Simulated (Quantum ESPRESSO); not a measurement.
# WC (Qusongite) (P-6m2) in Quantum ESPRESSO: reference runs

Reference runs on WC (Qusongite): the cell as given and a disturbed copy, then over a range of volumes.

Everything below comes from runs of Quantum ESPRESSO 7.5. Logs are shortened: lines on timing, memory, paths and dates and some standing lists are left out, and cuts for length are marked.

**1. Starting point**

Symmetry: P-6m2, No. 187, hexagonal system. Conventional cell: a = 2.907 Å, b = 2.907 Å, c = 2.837 Å, α = 90.00°, β = 90.00°, γ = 120.00°. W (site symmetry -6m2) is surrounded by 6 C at 2.20 Å. Around C (site symmetry -6m2) lie 6 W at 2.20 Å.

**2. Single point, PBE**

The input, pw.in:

```
&CONTROL
  calculation = 'scf'
  prefix = 'pwscf'
  outdir = './tmp'
  pseudo_dir = './pseudo'
  tprnfor = .true.
  tstress = .true.
  disk_io = 'nowf'
/
&SYSTEM
  ibrav = 0
  nat = 2
  ntyp = 2
  ecutwfc = 55
  ecutrho = 440
  nbnd = 15
  occupations = 'smearing'
  smearing = 'fd'
  degauss = 0.00367493
/
&ELECTRONS
  conv_thr = 4d-10
  electron_maxstep = 120
  mixing_beta = 0.5
/
ATOMIC_SPECIES
W    183.8400 W_pbe_v1.2.uspp.F.UPF
C     12.0110 C.pbe-n-kjpaw_psl.1.0.0.UPF
CELL_PARAMETERS angstrom
   2.9065000000    0.0000000000    0.0000000000
  -1.4532500000    2.5171028361    0.0000000000
   0.0000000000    0.0000000000    2.8366000000
ATOMIC_POSITIONS crystal
W      0.0000000000    0.0000000000    0.0000000000
C      0.6666666667    0.3333333333    0.5000000000
K_POINTS automatic
10 10 9 0 0 0
```

Potentials or basis: SSSP 1.3 efficiency PBE.

Command:

```bash
$ OMP_NUM_THREADS=1 pw.x -in pw.in > pw.out
```

pw.out:

```text
This program is part of the open-source Quantum ESPRESSO suite
     for quantum simulation of materials; please cite
         "P. Giannozzi et al., J. Phys.:Condens. Matter 21 395502 (2009);
         "P. Giannozzi et al., J. Phys.:Condens. Matter 29 465901 (2017);
         "P. Giannozzi et al., J. Chem. Phys. 152 154105 (2020);
     in publications or presentations arising from this work. More details at

     file C.pbe-n-kjpaw_psl.1.0.0.UPF: wavefunction(s)  2S 2P renormalized
     Message from routine setup:
     using ibrav=0 with symmetry is DISCOURAGED, use correct ibrav instead

     Subspace diagonalization in iterative solution of the eigenvalue problem:
     a serial algorithm will be used

     G-vector sticks info
     --------------------
     sticks:   dense  smooth     PW     G-vecs:    dense   smooth      PW
     Sum         925     451    151                21863     7663    1329

     Using Slab Decomposition

     bravais-lattice index     =            0
     lattice parameter (alat)  =       5.4925  a.u.
     unit-cell volume          =     140.0445 (a.u.)^3
     number of atoms/cell      =            2
     number of atomic types    =            2
     number of electrons       =        18.00
     number of Kohn-Sham states=           15
     kinetic-energy cutoff     =      55.0000  Ry
     charge density cutoff     =     440.0000  Ry
     scf convergence threshold =      4.0E-10
     mixing beta               =       0.5000
     number of iterations used =            8  plain     mixing
     Exchange-correlation= SLA  PW   PBX  PBC
                           (   1   4   3   4   0   0   0)

     celldm(1)=   5.492489  celldm(2)=   0.000000  celldm(3)=   0.000000
     celldm(4)=   0.000000  celldm(5)=   0.000000  celldm(6)=   0.000000

     crystal axes: (cart. coord. in units of alat)
               a(1) = (   1.000000   0.000000   0.000000 )
               a(2) = (  -0.500000   0.866025   0.000000 )
               a(3) = (   0.000000   0.000000   0.975950 )

     reciprocal axes: (cart. coord. in units 2 pi/alat)
               b(1) = (  1.000000  0.577350 -0.000000 )
               b(2) = (  0.000000  1.154701  0.000000 )
               b(3) = (  0.000000 -0.000000  1.024642 )

     PseudoPot. # 1 for W  read from file:
     W_pbe_v1.2.uspp.F.UPF
     Pseudo is Ultrasoft + core correction, Zval = 14.0
     Generated by new atomic code, or converted to UPF format
     Using radial grid of  923 points,  8 beta functions with:
                l(1) =   0
                l(2) =   0
                l(3) =   0
                l(4) =   1
                l(5) =   1
                l(6) =   2
                l(7) =   2
                l(8) =   3
     Q(r) pseudized with  6 coefficients,  rinner =    1.350   1.350   1.350
                                                       1.350   1.350   1.350
                                                       1.350

     PseudoPot. # 2 for C  read from file:
     C.pbe-n-kjpaw_psl.1.0.0.UPF
     Pseudo is Projector augmented-wave + core cor, Zval =  4.0
     Generated using "atomic" code by A. Dal Corso  v.5.1
     Shape of augmentation charge: PSQ
     Using radial grid of 1073 points,  4 beta functions with:
                l(1) =   0
                l(2) =   0
                l(3) =   1
                l(4) =   1
     Q(r) pseudized with 0 coefficients

     atomic species   valence    mass     pseudopotential
     W                14.00   183.84000     W ( 1.00)
     C                 4.00    12.01100     C ( 1.00)

     12 Sym. Ops. (no inversion) found

   Cartesian axes

     site n.     atom                  positions (alat units)
         1        W      tau(   1) = (   0.0000000   0.0000000   0.0000000  )
         2        C      tau(   2) = (   0.5000000   0.2886751   0.4879752  )

     number of k points=    70  Fermi-Dirac smearing, width (Ry)=  0.0037
                       cart. coord. in units 2pi/alat
        k(    1) = (   0.0000000   0.0000000   0.0000000), wk =   0.0022222
        k(    2) = (   0.0000000   0.0000000   0.1138491), wk =   0.0044444
        k(    3) = (   0.0000000   0.0000000   0.2276983), wk =   0.0044444
        k(    4) = (   0.0000000   0.0000000   0.3415474), wk =   0.0044444
        k(    5) = (   0.0000000   0.0000000   0.4553965), wk =   0.0044444
        k(    6) = (   0.0000000   0.1154701   0.0000000), wk =   0.0133333
[... 62 lines left out ...]
        k(   69) = (   0.3000000   0.5196152   0.3415474), wk =   0.0266667
        k(   70) = (   0.3000000   0.5196152   0.4553965), wk =   0.0266667

     Dense  grid:    21863 G-vectors     FFT dimensions: (  40,  40,  36)

     Smooth grid:     7663 G-vectors     FFT dimensions: (  25,  25,  25)

     Initial potential from superposition of free atoms

     starting charge      17.8996, renormalised to      18.0000

     negative rho (up, down):  6.198E-02 0.000E+00
     Starting wfcs are   17 randomized atomic wfcs
     Checking if some PAW data can be deallocated...

     Self-consistent Calculation

     iteration #  1     ecut=    55.00 Ry     beta= 0.50
     Davidson diagonalization with overlap
     ethr =  1.00E-02,  avg # of iterations =  3.2

     negative rho (up, down):  6.353E-02 0.000E+00

     total energy              =    -177.41957743 Ry
     estimated scf accuracy    <       0.48678363 Ry

     iteration #  2     ecut=    55.00 Ry     beta= 0.50
     Davidson diagonalization with overlap
     ethr =  2.70E-03,  avg # of iterations =  2.0

     negative rho (up, down):  6.520E-02 0.000E+00

     total energy              =    -177.55802822 Ry
     estimated scf accuracy    <       0.25523047 Ry

     iteration #  3     ecut=    55.00 Ry     beta= 0.50
     Davidson diagonalization with overlap
     ethr =  1.42E-03,  avg # of iterations =  1.1

     negative rho (up, down):  6.705E-02 0.000E+00

     total energy              =    -177.60583177 Ry
     estimated scf accuracy    <       0.00240690 Ry

     iteration #  4     ecut=    55.00 Ry     beta= 0.50
     Davidson diagonalization with overlap
     ethr =  1.34E-05,  avg # of iterations =  2.6
[... 28 lines left out ...]
     negative rho (up, down):  6.715E-02 0.000E+00

     total energy              =    -177.60635381 Ry
     estimated scf accuracy    <       0.00000012 Ry

     iteration #  8     ecut=    55.00 Ry     beta= 0.50
     Davidson diagonalization with overlap
     ethr =  6.69E-10,  avg # of iterations =  2.0

     negative rho (up, down):  6.714E-02 0.000E+00

     total energy              =    -177.60635383 Ry
     estimated scf accuracy    <          1.1E-09 Ry

     iteration #  9     ecut=    55.00 Ry     beta= 0.50
     Davidson diagonalization with overlap
     ethr =  6.23E-12,  avg # of iterations =  3.2

     negative rho (up, down):  6.714E-02 0.000E+00

     End of self-consistent calculation

          k = 0.0000 0.0000 0.0000 (   949 PWs)   bands (ev):

   -53.3587 -17.3485 -17.2421 -17.2421   6.1805  16.3317  17.3065  17.3065
    20.7235  23.8811  23.8811  26.2568  26.2568  27.0254  34.9578

          k = 0.0000 0.0000 0.1138 (   967 PWs)   bands (ev):

   -53.3539 -17.4396 -17.2343 -17.2343   6.4798  16.1569  17.4424  17.4424
    20.7214  22.9701  22.9701  26.7318  26.7318  27.2588  35.6258

          k = 0.0000 0.0000 0.2277 (   985 PWs)   bands (ev):

   -53.3418 -17.6649 -17.2145 -17.2145   7.3159  15.3353  17.8145  17.8145
    21.2969  21.5855  21.5855  26.7380  26.7380  27.8559  36.7033

          k = 0.0000 0.0000 0.3415 (   978 PWs)   bands (ev):

   -53.3281 -17.9120 -17.1918 -17.1918   8.5362  13.8801  18.2870  18.2870
    20.5546  20.5546  22.7150  25.9859  25.9859  28.7589  35.4404

          k = 0.0000 0.0000 0.4554 (   984 PWs)   bands (ev):

   -53.3191 -18.0687 -17.1770 -17.1770   9.8692  12.3513  18.5910  18.5910
    20.1042  20.1042  24.0831  25.2791  25.2791  30.1056  33.1330

          k = 0.0000 0.1155 0.0000 (   963 PWs)   bands (ev):

   -53.3531 -17.3380 -17.3239 -17.2607   6.4408  16.3618  17.0133  17.5503
    20.0204  23.7878  24.6651  25.7411  26.0798  27.7798  34.5214
[... 76 lines left out ...]
          k = 0.0000 0.4619 0.1138 (   969 PWs)   bands (ev):

   -53.3014 -17.9680 -17.4055 -17.3321   9.2115  13.8674  16.6118  18.2142
    19.2101  23.3488  24.8068  25.7878  26.9925  31.2476  34.2326

          k = 0.0000 0.4619 0.2277 (   965 PWs)   bands (ev):

   -53.2897 -17.9359 -17.5400 -17.3825   9.4161  13.7640  16.5659  18.0399
    19.1573  23.7409  24.3833  27.0702  27.1333  31.9365  34.0272

          k = 0.0000 0.4619 0.3415 (   959 PWs)   bands (ev):

   -53.2763 -17.8992 -17.7691 -17.3561   9.4821  13.8454  16.7353  17.0717
    19.8557  24.0786  24.4004  27.4631  28.4704  31.5842  34.6326

          k = 0.0000 0.4619 0.4554 (   959 PWs)   bands (ev):

   -53.2676 -17.9157 -17.8740 -17.3388   9.4304  14.1183  16.5458  16.6738
    20.1090  24.2929  25.5275  27.1465  29.2997  31.6282  34.0301

          k = 0.0000-0.5774 0.0000 (   966 PWs)   bands (ev):

   -53.3004 -18.0543 -17.4324 -17.2375   9.5285  13.6021  17.0202  17.0745
    20.1732  22.9905  25.1811  25.5246  27.5012  30.2957  33.4441

          k = 0.0000-0.5774 0.1138 (   964 PWs)   bands (ev):

   -53.2958 -18.0411 -17.4232 -17.3207   9.6060  13.5223  16.4120  18.1847
    19.2990  23.7866  25.1958  25.4943  27.2452  30.9302  33.4960

          k = 0.0000-0.5774 0.2277 (   962 PWs)   bands (ev):

   -53.2841 -18.0078 -17.5269 -17.3998   9.6781  13.4169  16.4895  17.9701
    19.4082  24.5000  24.5578  26.7159  27.1840  31.6100  33.9677

          k = 0.0000-0.5774 0.3415 (   952 PWs)   bands (ev):

   -53.2708 -17.9695 -17.7544 -17.3731   9.5463  13.6551  16.6718  16.9380
    20.4017  24.5127  24.8966  27.3411  28.3630  31.3716  34.6527

          k = 0.0000-0.5774 0.4554 (   948 PWs)   bands (ev):

   -53.2621 -17.9443 -17.8990 -17.3556   9.3686  14.0956  16.3890  16.5048
    20.8725  25.0609  25.6199  27.3453  29.6179  30.8842  33.4718

          k = 0.1000 0.1732 0.0000 (   963 PWs)   bands (ev):

   -53.3431 -17.4635 -17.3190 -17.3000   6.9303  15.9163  17.1016  17.9780
    19.1700  23.5582  24.9909  25.7013  25.7839  28.9497  34.3187

          k = 0.1000 0.1732 0.1138 (   967 PWs)   bands (ev):

   -53.3384 -17.4563 -17.4058 -17.2918   7.1944  16.0732  16.8552  17.9748
    19.0964  22.6001  24.5947  26.0503  26.6458  29.2641  34.1178

          k = 0.1000 0.1732 0.2277 (   973 PWs)   bands (ev):

   -53.3264 -17.6294 -17.4291 -17.2709   7.9130  15.6429  16.6573  18.0711
    19.3786  21.4380  23.8554  26.4383  27.3263  29.8953  34.3237

          k = 0.1000 0.1732 0.3415 (   976 PWs)   bands (ev):

   -53.3128 -17.8706 -17.4026 -17.2470   8.8966  14.2408  17.2300  18.0783
    19.5074  21.0193  23.9334  25.9573  27.1638  30.6988  35.3353

          k = 0.1000 0.1732 0.4554 (   980 PWs)   bands (ev):

   -53.3039 -18.0238 -17.3851 -17.2313   9.7972  13.1047  17.5543  18.2022
    19.1664  21.0635  24.8351  25.3613  26.7031  31.7218  34.5342

          k = 0.1000 0.2887 0.0000 (   966 PWs)   bands (ev):
[... 154 lines left out ...]
          k = 0.3000 0.5196 0.1138 (   966 PWs)   bands (ev):

   -53.2896 -17.8718 -17.7106 -17.3079  10.1354  14.4159  15.8779  16.8942
    20.1530  22.6566  23.6155  24.7144  29.3413  34.3552  35.1859

          k = 0.3000 0.5196 0.2277 (   964 PWs)   bands (ev):

   -53.2779 -17.8411 -17.6824 -17.5121  10.0107  14.7398  15.7750  16.3249
    19.7755  23.5495  25.2958  26.0356  28.6720  32.9928  34.7444

          k = 0.3000 0.5196 0.3415 (   963 PWs)   bands (ev):

   -53.2647 -17.8059 -17.7373 -17.6501   9.8217  14.0643  15.4930  17.4866
    19.8345  24.4028  26.5209  27.4957  28.5873  31.2145  33.9515

          k = 0.3000 0.5196 0.4554 (   958 PWs)   bands (ev):

   -53.2560 -17.8808 -17.7826 -17.6289   9.6757  13.6295  15.2042  18.7351
    19.9020  25.0951  26.9504  27.7428  30.1103  30.1836  32.5273

     the Fermi energy is    20.6429 ev

!    total energy              =    -177.60635383 Ry
     estimated scf accuracy    <          3.2E-11 Ry
     smearing contrib. (-TS)   =      -0.00013772 Ry
     internal energy E=F+TS    =    -177.60621611 Ry

     The total energy is F=E-TS. E is the sum of the following terms:
     one-electron contribution =     -10.57217559 Ry
     hartree contribution      =      17.10172674 Ry
     xc contribution           =     -45.94498663 Ry
     ewald contribution        =    -132.02264865 Ry
     one-center paw contrib.   =      -6.16813198 Ry

     convergence has been achieved in   9 iterations

     negative rho (up, down):  6.714E-02 0.000E+00

     Forces acting on atoms (cartesian axes, Ry/au):

     atom    1 type  1   force =     0.00000000    0.00000000    0.00000000
     atom    2 type  2   force =     0.00000000    0.00000000    0.00000000

     Total force =     0.000000     Total SCF correction =     0.000000

     Computing stress (Cartesian axis) and pressure

     negative rho (up, down):  6.714E-02 0.000E+00
          total   stress  (Ry/bohr**3)                   (kbar)     P=       63.81
   0.00044594   0.00000000   0.00000000           65.60        0.00        0.00
   0.00000000   0.00044594   0.00000000            0.00       65.60        0.00
   0.00000000   0.00000000   0.00040946            0.00        0.00       60.23

=------------------------------------------------------------------------------=
   JOB DONE.
=------------------------------------------------------------------------------=
```

It took 12 s on 1 thread of Intel Xeon 6975P-C (Granite Rapids), shared host; peak memory 0.22 GiB.

Results:

| Property | Result |
| --- | --- |
| Free energy | -2416.4575 eV |
| Pressure | 6.4 GPa |
| Band gap on the k mesh | none (metal or under the smearing width) |

Levels at points of the mesh, in eV from the Fermi level:
```csv
k point,band 7,band 8,band 9,band 10,band 11,band 12
"(0.00, 0.00, 0.00)",-3.34,-3.34,0.08,3.24,3.24,5.61
"(0.00, -0.50, 0.00)",-3.62,-3.57,-0.47,2.35,4.54,4.88
```

The run has no spin-orbit coupling, so splittings on W are missing.

(Continued in part 2 of 3.)
